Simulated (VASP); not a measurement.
# ZnGe2N2 (Ibam) in VASP: notebook, part 2 of 2

VASP 6.6.1. Earlier steps stand in the parts before.

**3. Relaxation of cell and atoms, PBE**

Input file INCAR:

```
SYSTEM = ZnGe2N2
  ALGO = Normal
  EDIFF = 1E-7
  EDIFFG = -0.005
  ENCUT = 520
  GGA = PE
  IBRION = 2
  ISIF = 3
  ISMEAR = 0
  KPAR = 8
  LASPH = .True.
  LCHARG = .False.
  LREAL = .False.
  LWAVE = .False.
  NELM = 120
  NSW = 60
  POTIM = 0.3
  PREC = Accurate
  SIGMA = 0.1
```

Input file KPOINTS:

```
k-points
0
Gamma
  8 8 8
  0 0 0
```

Input file POSCAR:

```
ZnGe2N2                                 
1.0
   -2.8469070697      4.4709027505      2.7701718650
    2.8469070697     -4.4709027505      2.7701718650
    2.8469070697      4.4709027505     -2.7701718650
  Zn              Ge              N             
     2     4     4
Direct
     0.7500000000000000    0.7500000000000000    0.0000000000000000
     0.2500000000000000    0.2500000000000000    0.0000000000000000
     0.8439628405592970    0.4615872187982791    0.3055500493575755
     0.1560371594407027    0.5384127812017211    0.6944499506424243
     0.3439628405592975    0.0384127812017210    0.3823756217610184
     0.6560371594407030    0.9615872187982789    0.6176243782389819
     0.6524979459844169    0.6283768962254406    0.2808748422098574
     0.3475020540155832    0.3716231037745595    0.7191251577901426
     0.1524979459844169    0.8716231037745594    0.0241210497589762
     0.8475020540155831    0.1283768962254407    0.9758789502410238
```

Potentials or basis: VASP PAW PBE potentials, release 64 (Zn, Ge_d, N).

Run with:

```sh
$ cat potpaw_PBE.64/Zn/POTCAR potpaw_PBE.64/Ge_d/POTCAR potpaw_PBE.64/N/POTCAR > POTCAR
$ mpirun -np 8 vasp_std > vasp.out
```

OUTCAR:

```text
SYSTEM = ZnGe2N2
   EDIFF = 1E-7
   EDIFFG = -0.005
   ENCUT = 520
   GGA = PE
   IBRION = 2
   ISIF = 3
   ISMEAR = 0
   LASPH = .True.
   LREAL = .False.
   NELM = 120
   NSW = 60
   POTIM = 0.3
   PREC = Accurate

 ion  position               nearest neighbor table
   1  0.750  0.750  0.000-   8 2.08   7 2.08   9 2.08  10 2.08   2 2.77   2 2.77
   2  0.250  0.250  0.000-   7 2.08   8 2.08   9 2.08  10 2.08   1 2.77   1 2.77
   3  0.844  0.462  0.306-  10 1.90   7 1.96   5 2.80   5 2.80   4 2.82
   4  0.156  0.538  0.694-   9 1.90   8 1.96   6 2.80   6 2.80   3 2.82
   5  0.344  0.038  0.382-   8 1.90   9 1.96   3 2.80   3 2.80   6 2.82
   6  0.656  0.962  0.618-   7 1.90  10 1.96   4 2.80   4 2.80   5 2.82
   7  0.652  0.628  0.281-   6 1.90   3 1.96   2 2.08   1 2.08
   8  0.348  0.372  0.719-   5 1.90   4 1.96   1 2.08   2 2.08
   9  0.152  0.872  0.024-   4 1.90   5 1.96   1 2.08   2 2.08
  10  0.848  0.128  0.976-   3 1.90   6 1.96   1 2.08   2 2.08

  LATTYP: Found a body centered orthorhombic cell.
 ALAT       =     5.5403437300
 B/A-ratio  =     1.0277005213
 C/A-ratio  =     1.6139441769

  Lattice vectors:

 A1 = (   2.8469070697,   4.4709027505,  -2.7701718650)
 A2 = (  -2.8469070697,   4.4709027505,   2.7701718650)
 A3 = (   2.8469070697,  -4.4709027505,   2.7701718650)

Analysis of symmetry for initial positions (statically):
=====================================================================
 Subroutine PRICEL returns:
 Original cell was already a primitive cell.

 Routine SETGRP: Setting up the symmetry group for a
 body centered orthorhombic supercell.

 Subroutine GETGRP returns: Found  8 space group operations
 (whereof  4 operations were pure point group operations)
 out of a pool of  8 trial point group operations.

The static configuration has the point symmetry C_2h.
 The point group associated with its full space group is D_2h.

Analysis of symmetry for dynamics (positions and initial velocities):
[... 157 lines left out ...]
   LEPSILON=     F    determine dielectric tensor
   LRPA    =     F    only Hartree local field effects (RPA)
 conjugate gradient relaxation of ions
 non-spin polarized calculation
 Gauss-broadening in eV      SIGMA  =   0.10
  energy-cutoff  :      520.00
  volume of cell :      141.04
 maximum number of plane-waves:      3818
 NGX is ok and might be reduce to    48
   NGX = 23   NGY = 23   NGZ = 23

--------------------------------------- Ionic step        1  -------------------------------------------

 number of electron     100.0000037 magnetization

 Free energy of the ion-electron system (eV)
  ---------------------------------------------------
  ext. energy  EPLUGINS =         0.00000000
  ---------------------------------------------------
  free energy    TOTEN  =       -51.31250718 eV

  energy without entropy =      -51.30118450  energy(sigma->0) =      -51.30684584

------------------------ aborting loop because EDIFF is reached ----------------------------------------

  FORCE on cell =-STRESS in cart. coord.  units (eV):
  Direction    XX          YY          ZZ          XY          YZ          ZX
  --------------------------------------------------------------------------------------
  -------------------------------------------------------------------------------------
  Total       -0.0375048      0.0322674      0.0320357      0.0000000      0.0000000      0.0000000
  in kB       -0.4260517      0.3665552      0.3639229      0.0000000      0.0000000      0.0000000
  external PRESSURE =       0.1014755 kB  Pullay stress =       0.0000000 kB
[... 295 lines left out ...]
--------------------------------------- Ionic step        8  -------------------------------------------

 number of electron     100.0000037 magnetization

 Free energy of the ion-electron system (eV)
  ---------------------------------------------------
  ext. energy  EPLUGINS =         0.00000000
  ---------------------------------------------------
  free energy    TOTEN  =       -51.31253406 eV

  energy without entropy =      -51.30120007  energy(sigma->0) =      -51.30686707

 E-fermi :   4.8901     XC(G=0): -11.0183

 val. band max:        4.8863065853   @ k =   0.5000   0.5000   0.2500
 cond. band min:       4.8927119219   @ k =  -0.3750   0.5000   0.2500
 fundamental gap:      0.0064053366
 Fermi energy:         4.8900889190

 k-point     1 :       0.0000    0.0000    0.0000
  band No.  band energies     occupation
      1     -19.7526      2.00000
      2     -19.7085      2.00000
      3     -19.6812      2.00000
      4     -19.6716      2.00000
      5     -19.6633      2.00000
      6     -19.6624      2.00000
[... 1501 lines left out ...]
     59      10.1944      0.00000
     60      10.8580      0.00000

 [... further k-points ...]

------------------------ aborting loop because EDIFF is reached ----------------------------------------

  FORCE on cell =-STRESS in cart. coord.  units (eV):
  Direction    XX          YY          ZZ          XY          YZ          ZX
  --------------------------------------------------------------------------------------
  -------------------------------------------------------------------------------------
  Total       -0.0214513     -0.0316207     -0.0062311     -0.0000000      0.0000000      0.0000000
  in kB       -0.2436544     -0.3591637     -0.0707758     -0.0000000      0.0000000      0.0000000
  external PRESSURE =      -0.2245313 kB  Pullay stress =       0.0000000 kB
[... 25 lines left out ...]
  FREE ENERGIE OF THE ION-ELECTRON SYSTEM (eV)
  ---------------------------------------------------
  free  energy   TOTEN  =       -51.3125340602 eV

  energy  without entropy=      -51.3012000745  energy(sigma->0) =      -51.30686707

 reached required accuracy - stopping structural energy minimisation
```

OSZICAR:

```text
N       E                     dE             d eps       ncg     rms          rms(c)
DAV:   1     0.129052382960E+04    0.12905E+04   -0.44331E+04 14036   0.413E+03
DAV:   2     0.236981069223E+03   -0.10535E+04   -0.10113E+04 11400   0.109E+03
DAV:   3    -0.267628905581E+02   -0.26374E+03   -0.25515E+03 11964   0.283E+02
[... 49 lines left out ...]
       N       E                     dE             d eps       ncg     rms          rms(c)
DAV:   1    -0.513125343924E+02   -0.62544E-05   -0.12909E-03 14916   0.174E-01    0.102E-02
DAV:   2    -0.513125349118E+02   -0.51940E-06   -0.25269E-05 15248   0.445E-02    0.629E-03
DAV:   3    -0.513125340923E+02    0.81952E-06   -0.14342E-06 14708   0.128E-02    0.216E-03
DAV:   4    -0.513125340602E+02    0.32089E-07   -0.63455E-07 12228   0.666E-03
   8 F= -.51312534E+02 E0= -.51306867E+02  d E =-.592536E-05
```

CONTCAR:

```text
ZnGe2N2
   1.00000000000000
    -2.8464738695905871    4.4713571321619661    2.7706557957094331
     2.8464738695905871   -4.4713571321619661    2.7706557957094331
     2.8464738695905871    4.4713571321619661   -2.7706557957094331
  Zn              Ge              N
     2     4     4
Direct
     0.7500000000000000    0.7500000000000000    1.0000000000000000
     0.2500000000000000    0.2500000000000000    1.0000000000000000
     0.8440247419733493    0.4616109427176983    0.3056356746910467
     0.1559752580266507    0.5383890572823017    0.6943643253089533
     0.3440247419733491    0.0383890572823017    0.3824137992556509
     0.6559752580266507    0.9616109427176983    0.6175862007443489
     0.6524765265413839    0.6284415285156885    0.2809180550570724
     0.3475234734586159    0.3715584714843117    0.7190819449429278
     0.1524765265413840    0.8715584714843115    0.0240349980256958
     0.8475234734586161    0.1284415285156883    0.9759650019743040

  0.00000000E+00  0.00000000E+00  0.00000000E+00
  0.00000000E+00  0.00000000E+00  0.00000000E+00
  0.00000000E+00  0.00000000E+00  0.00000000E+00
  0.00000000E+00  0.00000000E+00  0.00000000E+00
  0.00000000E+00  0.00000000E+00  0.00000000E+00
  0.00000000E+00  0.00000000E+00  0.00000000E+00
  0.00000000E+00  0.00000000E+00  0.00000000E+00
  0.00000000E+00  0.00000000E+00  0.00000000E+00
  0.00000000E+00  0.00000000E+00  0.00000000E+00
  0.00000000E+00  0.00000000E+00  0.00000000E+00
```

It took 8.9 min on 8 MPI ranks of Intel Xeon Platinum 8488C (Sapphire Rapids), shared host; peak memory 0.81 GiB.

What came out:

| Property | Result |
| --- | --- |
| Free energy | -51.3125 eV |
| Relaxed volume | 14.11 Å³/atom |
| Relaxed cell | a = 5.981 Å, b = 5.981 Å, c = 5.981 Å, α = 123.16°, β = 83.23°, γ = 124.81° |
| Space group after relaxing (to 0.05 Å) | Ibam (No. 72) |
| Energy gained by relaxing | 0.0 meV/atom |
| Ionic steps | 8 |
| Pressure after relaxing | 0.0 GPa |
| Largest force after relaxing | 0.004 eV/Å |
| Band gap on the k mesh | none (metal or under the smearing width) |

Forces in eV/Å, atoms in the order of the input:
```
Zn   0.000  0.000  0.000
Zn   0.000  0.000  0.000
Ge   0.004  0.001  0.000
Ge  -0.004 -0.001  0.000
Ge  -0.004  0.001  0.000
Ge   0.004 -0.001  0.000
N    0.000  0.001  0.000
N    0.000 -0.001  0.000
N    0.000  0.001  0.000
N    0.000 -0.001  0.000
```

Final structure:
```cif
data_structure
_symmetry_space_group_name_H-M 'P 1'
_symmetry_Int_Tables_number 1
_cell_length_a 5.9810
_cell_length_b 5.9810
_cell_length_c 5.9810
_cell_angle_alpha 123.161
_cell_angle_beta 83.235
_cell_angle_gamma 124.807
_cell_volume 141.06
loop_
_atom_site_label
_atom_site_type_symbol
_atom_site_fract_x
_atom_site_fract_y
_atom_site_fract_z
_atom_site_occupancy
Zn1 Zn 0.75000 0.75000 0.00000 1
Zn2 Zn 0.25000 0.25000 0.00000 1
Ge1 Ge 0.84402 0.46161 0.30564 1
Ge2 Ge 0.15598 0.53839 0.69436 1
Ge3 Ge 0.34402 0.03839 0.38241 1
Ge4 Ge 0.65598 0.96161 0.61759 1
N1 N 0.65248 0.62844 0.28092 1
N2 N 0.34752 0.37156 0.71908 1
N3 N 0.15248 0.87156 0.02404 1
N4 N 0.84752 0.12844 0.97596 1
```

**4. Single point, r2SCAN**

Input file INCAR:

```
SYSTEM = ZnGe2N2
  ALGO = Normal
  EDIFF = 1E-6
  ENCUT = 520
  ISIF = 2
  ISMEAR = 0
  KPAR = 8
  LASPH = .True.
  LCHARG = .False.
  LMIXTAU = .True.
  LREAL = .False.
  LWAVE = .False.
  METAGGA = R2SCAN
  NBANDS = 61
  NELM = 150
  PREC = Accurate
  SIGMA = 0.1
```

KPOINTS is that of step 3.

Input file POSCAR:

```
ZnGe2N2                                 
1.0
   -2.8464738696      4.4713571322      2.7706557957
    2.8464738696     -4.4713571322      2.7706557957
    2.8464738696      4.4713571322     -2.7706557957
  Zn              Ge              N             
     2     4     4
Direct
     0.7500000000000000    0.7500000000000000    1.0000000000000000
     0.2500000000000000    0.2500000000000000    1.0000000000000000
     0.8440247419733493    0.4616109427176983    0.3056356746910467
     0.1559752580266507    0.5383890572823017    0.6943643253089533
     0.3440247419733491    0.0383890572823017    0.3824137992556509
     0.6559752580266507    0.9616109427176983    0.6175862007443489
     0.6524765265413839    0.6284415285156885    0.2809180550570724
     0.3475234734586159    0.3715584714843117    0.7190819449429278
     0.1524765265413840    0.8715584714843115    0.0240349980256958
     0.8475234734586161    0.1284415285156883    0.9759650019743040
```

Run with:

```sh
$ cat potpaw_PBE.64/Zn/POTCAR potpaw_PBE.64/Ge_d/POTCAR potpaw_PBE.64/N/POTCAR > POTCAR
$ mpirun -np 8 vasp_std > vasp.out
```

Wall time 7 min (8 MPI ranks of Intel Xeon Platinum 8488C (Sapphire Rapids), shared host); peak memory 0.82 GiB.

It converged, with:

* Free energy: -108.1554 eV
* Pressure: -4.4 GPa
* Largest force: 0.242 eV/Å
* Band gap on the k mesh: none (metal or under the smearing width)

Forces on the atoms (eV/Å):
```
Zn   0.000  0.000  0.000
Zn   0.000  0.000  0.000
Ge  -0.134 -0.201  0.000
Ge   0.134  0.201  0.000
Ge   0.134 -0.201  0.000
Ge  -0.134  0.201  0.000
N    0.039  0.053  0.000
N   -0.039 -0.053  0.000
N   -0.039  0.053  0.000
N    0.039 -0.053  0.000
```

Stress tensor (GPa, compression positive):
```
-5.05  0.00  0.00
 0.00 -4.44  0.00
 0.00  0.00 -3.64
```

Levels at points of the mesh, in eV from the Fermi level:
```
           k point  band 46  band 47  band 48  band 49  band 50  band 51  band 52  band 53  band 54  band 55
(0.00, 0.00, 0.00)    -2.86    -2.23    -1.44    -1.17    -0.07     1.17     1.64     2.94     3.98     5.96
(0.50, 0.00, 0.00)    -2.18    -1.54    -1.54    -0.57    -0.57     2.15     2.15     3.41     3.41     4.42
(0.00, 0.50, 0.00)    -2.76    -2.55    -2.55    -0.72    -0.72     1.99     1.99     3.02     3.02     4.53
(0.50, 0.50, 0.00)    -2.47    -2.27    -2.06    -1.17    -0.05     0.22     1.33     2.23     3.69     4.10
(0.50, 0.50, 0.50)    -2.61    -1.76    -1.65    -1.28    -0.87    -0.60    -0.01     3.46     4.72     5.19
```

Caveat: the PAW data sets were made with another functional, which shifts forces and pressure a little.
